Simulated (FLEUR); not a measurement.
# Sb (R-3m) in FLEUR: single point with LDA

Aim: the single point of Sb with LDA.

Everything below comes from runs of FLEUR MaX-R8.1 (later development tree). Logs are shortened: lines on timing, memory, paths and dates and some standing lists are left out, and cuts for length are marked.

### 1 The undisturbed crystal

The structure is trigonal, space group R-3m (No. 166). Conventional cell: a = 4.308 Å, b = 4.308 Å, c = 11.274 Å, α = 90.00°, β = 90.00°, γ = 120.00°. Sb (site symmetry 3m) has 3 Sb at 2.91 Å as nearest neighbours.

### 2 Single point, LDA, collinear spin, ferromagnetic start (atoms moved at random, drawn with an rms of 0.02 Å)

The input, inp.xml:

```xml
<?xml version="1.0" encoding="UTF-8" standalone="no"?>
<fleurInput fleurInputVersion="0.39">
   <comment>
      Sb                                                                                                  
   </comment>
   <calculationSetup>
      <cutoffs Kmax="3.8" Gmax="11.8" GmaxXC="11.8" numbands="0"/>
      <scfLoop itmax="60" minDistance="0.00001" maxIterBroyd="15" imix="Anderson" alpha="0.05" precondParam="0.0" spinf="2.0" sdNocoIR="T"/>
      <coreElectrons ctail="T" frcor="F" kcrel="0" coretail_lmax="0"/>
      <xcFunctional name="vwn" relativisticCorrections="F"/>
      <magnetism jspins="2"/>
      <soc l_soc="F" theta="0.0" phi="0.0" spav="F"/>
      <expertModes spex="0" secvar="F"/>
      <geometryOptimization l_f="F" forcealpha="1.0" forcemix="BFGS" epsdisp="0.00001" epsforce="0.00001"/>
      <ldaU l_linMix="F" mixParam="0.05" spinf="1.0"/>
   </calculationSetup>
   <cell>
      <bzIntegration valenceElectrons="42.0" mode="hist" fermiSmearingEnergy="0.00367493">
         <kPointListSelection listName="default-1"/>
         <!-- k-points included here -->
         <xi:include xmlns:xi="http://www.w3.org/2001/XInclude" href="kpts.xml"> </xi:include>
      </bzIntegration>
      <!-- symmetry operations included here -->
      <xi:include xmlns:xi="http://www.w3.org/2001/XInclude" href="sym.xml"> </xi:include>
      <bulkLattice scale="1.0">
         <bravaisMatrix>
            <row-1>    4.0708480176133195     2.3503051988212298     7.1015907762468000</row-1>
            <row-2>   -4.0708480176133195     2.3503051988212298     7.1015907762468000</row-2>
            <row-3>    0.0000000000000000    -4.7006103976424596     7.1015907762468000</row-3>
         </bravaisMatrix>
      </bulkLattice>
   </cell>
   <atomSpecies>
      <species name="Antimony (.500" element="Sb" atomicNumber="51">
         <mtSphere radius="2.53" gridPoints="837" logIncrement="0.015"/>
         <atomicCutoffs lmax="10" lnonsphr="8"/>
         <electronConfig flipSpins="F">
            <coreConfig>(1s1/2) (2s1/2) (2p1/2) (2p3/2) (3s1/2) (3p1/2) (3p3/2) (4s1/2) (3d3/2) (3d5/2)</coreConfig>
            <valenceConfig>(4p1/2) (4p3/2) (5s1/2) (4d3/2) (4d5/2) (5p1/2) (5p3/2)</valenceConfig>
            <stateOccupation state="(5p1/2)" spinUp="0.5" spinDown="0.5"/>
            <stateOccupation state="(5p3/2)" spinUp="1.25" spinDown="0.75"/>
         </electronConfig>
         <energyParameters s="5" p="5" d="5" f="4"/>
         <lo type="SCLO" l="1" n="4" eDeriv="0"/>
         <lo type="SCLO" l="1" n="4" eDeriv="1"/>
         <lo type="SCLO" l="2" n="4" eDeriv="0"/>
         <lo type="SCLO" l="2" n="4" eDeriv="1"/>
         <lo type="SCLO" l="0" n="5" eDeriv="2"/>
         <lo type="SCLO" l="3" n="4" eDeriv="2"/>
      </species>
   </atomSpecies>
   <atomGroups>
      <atomGroup species="Antimony (.500">
         <relPos label="                   1">-.2335185000 -.2309725000 -.2382345000</relPos>
         <relPos label="                   2">.2335185000 .2309725000 .2382345000</relPos>
         <force calculate="T" relaxXYZ="TTT"/>
      </atomGroup>
   </atomGroups>
   <output dos="F" band="F" slice="F">
      <checks vchk="F" cdinf="F"/>
      <bandDOS minEnergy="-.5*Htr" maxEnergy="0.5*Htr" sigma="0.015" storeEVData="T"/>
      <vacuumDOS vacdos="F" integ="F" star="F" nstars="0" locx1="0.0" locy1="0.0" locx2="0.0" locy2="0.0" nstm="0" tworkf="0.0"/>
      <unfoldingBand unfoldBand="F" supercellX="1" supercellY="1" supercellZ="1"/>
      <plotting iplot="0" polar="F">
         <plot TwoD="T" vec1="  1.0  0.0  0.0" vec2="  0.0  1.0  0.0" vec3="  0.0  0.0  1.0" zero="  0.0  0.0  0.0" file="plot"/>
      </plotting>
      <chargeDensitySlicing numkpt="0" minEigenval="0.0" maxEigenval="0.0" nnne="0" pallst="F"/>
      <specialOutput eonly="F"/>
      <moessbauerParams electricFieldGradient="T" isomerShift="T" coreHyperfine="T" valenceHyperfine="T"/>
      <magneticCircularDichroism mcd="F" energyLo="-10.0" energyUp="0.0"/>
   </output>
  <!-- We include the file relax.xml here to enable relaxations (see documentation) -->
  <xi:include xmlns:xi="http://www.w3.org/2001/XInclude" href="relax.xml"> <xi:fallback/> </xi:include>
</fleurInput>
```

The input, crystal.txt:

```
Sb
&input cartesian=F /
2.1542000000  1.2437279499  3.7580000000
-2.1542000000  1.2437279499  3.7580000000
0.0000000000  -2.4874558998  3.7580000000
1.8897261246
1.0 1.0 1.0

2
51 0.7656170000  0.7680680000  0.7644560000 : 0.500
51 0.2326540000  0.2300130000  0.2409250000 : 0.500

&kpt div1=5 div2=5 div3=5 gamma=T /
```

Potentials or basis: all-electron, FLAPW.

Launch:

```bash
$ inpgen -f crystal.txt -profile fastHighL
$ # inp.xml edited to the form shown
$ fleur_MPI
```

Standard output:

```text
Welcome to FLEUR        (www.flapw.de)
      MaX-Release 8.1          (www.max-centre.eu)

 ========== k-point set info ==========
 Selected k-point list: default-1
 k-point list type: mesh
 5 x 5 x 5
 Number of k points: 63

 ------------Calculation Setup---------------------------
 Number of MPI-tasks      :            1
 Number of PE/node        :            1
 Number of OMP-threads    :            1
 Most efficient MPI parallelization for:
           1           3           7           9          21          63
 Additional eigenvalue parallelization possible
 Number of basis functions:          467
 Approximate size of matrices (H+S) per k-point:         0.003 GB
 --------------------------------------------------------
 Iteration:     1   Distance:       4.57585129 me/bohr^3
 Iteration:     2   Distance:       4.28491952 me/bohr^3
 Iteration:     3   Distance:       1.51115689 me/bohr^3
 Iteration:     4   Distance:       0.26840047 me/bohr^3
 Iteration:     5   Distance:       0.22974858 me/bohr^3
 Iteration:     6   Distance:       0.06280425 me/bohr^3
 Iteration:     7   Distance:       0.01781037 me/bohr^3
 Iteration:     8   Distance:       0.01316034 me/bohr^3
 Iteration:     9   Distance:       0.00156967 me/bohr^3
 Iteration:    10   Distance:       0.00076372 me/bohr^3
 Iteration:    11   Distance:       0.00027930 me/bohr^3
 Iteration:    12   Distance:       0.00009389 me/bohr^3
 Iteration:    13   Distance:       0.00005035 me/bohr^3
 Iteration:    14   Distance:       0.00002151 me/bohr^3
 Iteration:    15   Distance:       0.00000197 me/bohr^3

 ********************************************************************
 Run finished successfully
 Stop message:
   all done
 ********************************************************************
```

out.xml (last iteration):

```text
<iteration numberForCurrentRun="   15" overallNumber="   15">
         <energyParameters units="Htr">
            <atomicEP atomType="1" spin="1" branch="5s" branchLowest="-5.04" branchHighest="0.60" value="-0.1223303185"/>
            <atomicEP atomType="1" spin="1" branch="5p" branchLowest="-3.31" branchHighest="1.26" value="0.1260693492"/>
            <atomicEP atomType="1" spin="1" branch="5d" branchLowest="-0.79" branchHighest="2.45" value="0.3426016942"/>
            <atomicEP atomType="1" spin="1" branch="4f" branchLowest="-9.99" branchHighest="1.72" value="0.4940416297"/>
            <loAtomicEP atomType="1" spin="1" branch="4p" branchLowest="-27.11" branchHighest="-3.31" value="-3.3231749412"/>
            <loAtomicEP atomType="1" spin="1" branch="4p" branchLowest="-27.11" branchHighest="-3.31" value="-3.3231749412"/>
            <loAtomicEP atomType="1" spin="1" branch="4d" branchLowest="-18.53" branchHighest="-0.79" value="-0.8135756725"/>
            <loAtomicEP atomType="1" spin="1" branch="4d" branchLowest="-18.53" branchHighest="-0.79" value="-0.8135756725"/>
            <loAtomicEP atomType="1" spin="1" branch="5s" branchLowest="-5.04" branchHighest="0.60" value="-0.1223303185"/>
            <loAtomicEP atomType="1" spin="1" branch="4f" branchLowest="-9.99" branchHighest="1.72" value="0.4940423872"/>
            <atomicEP atomType="1" spin="2" branch="5s" branchLowest="-5.04" branchHighest="0.60" value="-0.1223303129"/>
            <atomicEP atomType="1" spin="2" branch="5p" branchLowest="-3.31" branchHighest="1.26" value="0.1260693563"/>
            <atomicEP atomType="1" spin="2" branch="5d" branchLowest="-0.79" branchHighest="2.45" value="0.3426017021"/>
            <atomicEP atomType="1" spin="2" branch="4f" branchLowest="-9.99" branchHighest="1.72" value="0.4940416377"/>
            <loAtomicEP atomType="1" spin="2" branch="4p" branchLowest="-27.11" branchHighest="-3.31" value="-3.3231749404"/>
            <loAtomicEP atomType="1" spin="2" branch="4p" branchLowest="-27.11" branchHighest="-3.31" value="-3.3231749404"/>
            <loAtomicEP atomType="1" spin="2" branch="4d" branchLowest="-18.53" branchHighest="-0.79" value="-0.8135756717"/>
            <loAtomicEP atomType="1" spin="2" branch="4d" branchLowest="-18.53" branchHighest="-0.79" value="-0.8135756717"/>
            <loAtomicEP atomType="1" spin="2" branch="5s" branchLowest="-5.04" branchHighest="0.60" value="-0.1223303129"/>
            <loAtomicEP atomType="1" spin="2" branch="4f" branchLowest="-9.99" branchHighest="1.72" value="0.4940423952"/>
         </energyParameters>
         <eigenvalues>
            <eigenvaluesAt spin="1" ikpt="1" k_x="0.00000000" k_y="0.00000000" k_z="0.00000000">
                      -3.3133997017       -3.3133381796       -3.3132351909       -3.3131997347       -3.3128064368
                      -3.3126889096       -0.8215742760       -0.8211988452       -0.8180367172       -0.8180076066
                      -0.8172498707       -0.8139177311       -0.8138803198       -0.8137342196       -0.8110815257
                      -0.8109405788       -0.2119305180        0.0726975725        0.1796665442        0.1902005054
                       0.1931100175        0.3356846950        0.3527079081        0.3580212000        0.4454575144
                       0.4485653770        0.4490765935        0.4989677094        0.5178270504        0.5189377054
                       0.5376308486        0.9172077131        0.9193119880
            </eigenvaluesAt>
            <eigenvaluesAt spin="1" ikpt="2" k_x="0.00000000" k_y="0.00000000" k_z="0.20000000">
                      -3.3133904989       -3.3133386553       -3.3132490466       -3.3132009656       -3.3127922330
                      -3.3126976025       -0.8207644232       -0.8205960902       -0.8177114915       -0.8175649021
                      -0.8169181546       -0.8142592067       -0.8142296131       -0.8140393389       -0.8117767665
                      -0.8117057744       -0.1957595645        0.0174897448        0.1812606567        0.1903360780
                       0.2097100534        0.3154569198        0.3201974695        0.3208906335        0.4287076369
                       0.4499044315        0.4682765329        0.5901844753        0.5967018655        0.6089051616
[... 40 lines left out ...]
            <state n="3" l="0" j="0.5" energy="-32.7319927838" weight="1.0000000000"/>
            <state n="3" l="1" j="0.5" energy="-28.3029027532" weight="1.0000000000"/>
            <state n="3" l="1" j="1.5" energy="-26.5979956180" weight="2.0000000000"/>
            <state n="4" l="0" j="0.5" energy="-5.0362854219" weight="1.0000000000"/>
            <state n="3" l="2" j="1.5" energy="-18.7468509154" weight="2.0000000000"/>
            <state n="3" l="2" j="2.5" energy="-18.3920940698" weight="3.0000000000"/>
         </coreStates>
         <coreStates atomType="     1" atomicNumber=" 51" spin="2" kinEnergy="   3282.7864938743" eigValSum="  -1947.2465292163" lostElectrons=" 0.000026">
            <state n="1" l="0" j="0.5" energy="-1111.2802033513" weight="1.0000000000"/>
            <state n="2" l="0" j="0.5" energy="-168.7416321466" weight="1.0000000000"/>
            <state n="2" l="1" j="0.5" energy="-157.9235543145" weight="1.0000000000"/>
            <state n="2" l="1" j="1.5" energy="-148.6819915866" weight="2.0000000000"/>
            <state n="3" l="0" j="0.5" energy="-32.7319927835" weight="1.0000000000"/>
            <state n="3" l="1" j="0.5" energy="-28.3029027528" weight="1.0000000000"/>
            <state n="3" l="1" j="1.5" energy="-26.5979956176" weight="2.0000000000"/>
            <state n="4" l="0" j="0.5" energy="-5.0362854209" weight="1.0000000000"/>
            <state n="3" l="2" j="1.5" energy="-18.7468509150" weight="2.0000000000"/>
            <state n="3" l="2" j="2.5" energy="-18.3920940694" weight="3.0000000000"/>
         </coreStates>
         <allElectronCharges>
            <spinDependentCharge spin="1" total="51.0000000" interstitial="2.1957548" mtSpheres="48.8042452"/>
            <spinDependentCharge spin="2" total="51.0000000" interstitial="2.1957548" mtSpheres="48.8042452"/>
            <totalCharge value="101.9999999852"/>
         </allElectronCharges>
         <magneticMomentsInMTSpheres units="muBohr">
            <globalMagMoment atomType="1" vec="0.00000   0.00000   0.00000"/>
            <localMagMoment atomType="1" vec="0.00000   0.00000   0.00000"/>
         </magneticMomentsInMTSpheres>
         <orbitalMomentsInMTSpheres units="muBohr">
            <globalMagMoment atomType="1" vec="0.00000   0.00000   0.00000"/>
            <localMagMoment atomType="1" vec="0.00000   0.00000   0.00000"/>
         </orbitalMomentsInMTSpheres>
         <moessbauerParams unitsHFF="kG" unitsIS="e/bohr^3" unitsEFG="Htr/bohr^2">
            <coreIsomerShift atomType="1" isTotal="211807.70524">
               <shell n="1" l="0" isomerShift="184234.22698"/>
               <shell n="2" l="0" isomerShift="21759.84128"/>
               <shell n="2" l="1" isomerShift="548.58427"/>
               <shell n="3" l="0" isomerShift="4260.58955"/>
               <shell n="3" l="1" isomerShift="116.34433"/>
               <shell n="4" l="0" isomerShift="888.11881"/>
               <shell n="3" l="2" isomerShift="0.00002"/>
            </coreIsomerShift>
            <isomerShift atomType="1" nucleusRadius="0.0001171" averageDensity="211907.38970"/>
            <electricFieldGradient atomType="1" VXX="0.19795" VYY="0.22577" VZZ="-0.42372" asymParam="0.06567">
            </electricFieldGradient>
         </moessbauerParams>
         <totalEnergy                                    value="   -12956.2836607193" units="Htr">
            <sumOfEigenvalues                            value="    -7844.5245286458">
               <coreElectrons value="-7788.9861168783"/>
               <valenceElectrons value="-55.5384117675"/>
            </sumOfEigenvalues>
            <densityCoulombPotentialIntegral value="-21072.0345561863"/>
            <densityEffectivePotentialIntegral value="-21510.2521576635"/>
            <chargeDenXCDenIntegral value="-330.4377670786"/>
            <FockExchangeEnergyValence value="0.0000000000"/>
            <FockExchangeEnergyCore value="0.0000000000"/>
            <atomTypeDependentContributions atomType="1">
               <electronNucleiInteractionDifferentMTs value="15702.0360633153"/>
               <MadelungTerm value="-53.5201812499"/>
            </atomTypeDependentContributions>
            <tkbTimesEntropy value="0.0004745992"/>
            <freeEnergy value="-12956.2841353185"/>
            <extrapolationTo0K value="-12956.2838980189"/>
         </totalEnergy>
         <densityConvergence units="me/bohr^3">
            <chargeDensity spin="1" distance="0.0000014013"/>
            <chargeDensity spin="2" distance="0.0000012241"/>
            <overallChargeDensity distance="0.0000017443"/>
            <spinDensity distance="0.0000019702"/>
         </densityConvergence>
      </iteration>
```

It took 2.7 min on 1 thread of Arm Neoverse V2, shared host; peak memory 0.22 GiB.

What came out:

```
Free energy                                           : -352558.4519 eV
Net moment                                            : 0.00 μB per cell
Valence electrons inside the program's atomic spheres : Sb 18.80 (radii Sb 2.53 bohr)
```

Levels at points of the mesh, in eV from the Fermi level:
Spin up:
| k point | band 19 | band 20 | band 21 | band 22 | band 23 | band 24 |
| --- | --- | --- | --- | --- | --- | --- |
| (0.00, 0.00, 0.00) | -2.08 | -1.80 | -1.72 | 2.16 | 2.63 | 2.77 |
Spin down:
```
           k point  band 17  band 18  band 19  band 20  band 21  band 22  band 23  band 24  band 25  band 26
(0.00, 0.00, 0.00)   -12.74    -4.99    -2.08    -1.80    -1.72     2.16     2.63     2.77     5.15     5.23
```

Core levels (eV from the Fermi level):
```
atom                                                                                                                                           levels
1 Sb  1s1/2 -30246.4, 2s1/2 -4598.7, 2p1/2 -4304.3, 2p3/2 -4052.8, 3s1/2 -897.7, 3p1/2 -777.1, 3p3/2 -730.7, 4s1/2 -144.0, 3d3/2 -517.1, 3d5/2 -507.4
2 Sb  1s1/2 -30246.4, 2s1/2 -4598.7, 2p1/2 -4304.3, 2p3/2 -4052.8, 3s1/2 -897.7, 3p1/2 -777.1, 3p3/2 -730.7, 4s1/2 -144.0, 3d3/2 -517.1, 3d5/2 -507.4
```

Spin-orbit coupling is left out, which matters for the levels of Sb.
